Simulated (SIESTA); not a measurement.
The system is W.

```
W
1.0
    -1.58234    1.58234    1.58234
     1.58234   -1.58234    1.58234
     1.58234    1.58234   -1.58234
W
1
Cartesian
  0.0000 0.0000 0.0000
```

Base run:

```yaml
Program: SIESTA 5.4.2
Functional: PBEsol
Potentials_or_basis: PseudoDojo 0.4 standard (PBEsol files)
Basis: DZP (energy shift 0.003 Ry; two zetas on semicore shells)
Grid_cutoff: 800 Ry
Energy_shift: 0.003 Ry
k_mesh: 12 × 12 × 12
Occupations: fermi-dirac, width 0.05 eV
Spin: no spin polarisation
```

Its results: band gap on the k mesh none (metal or under the smearing width); pressure 0.9 GPa.

Task: The run is repeated on the same cell with these changes: functional from PBEsol to WC. What comes out?

Result: Band gap on the k mesh none (metal or under the smearing width); pressure 2.0 GPa.

Caveats: short orbitals over semicore shells can move pressures by several GPa; the basis of atomic orbitals isn't converged, which shifts pressures, moduli and gaps; the potentials were made for another functional, which shifts forces and pressure (some runs).
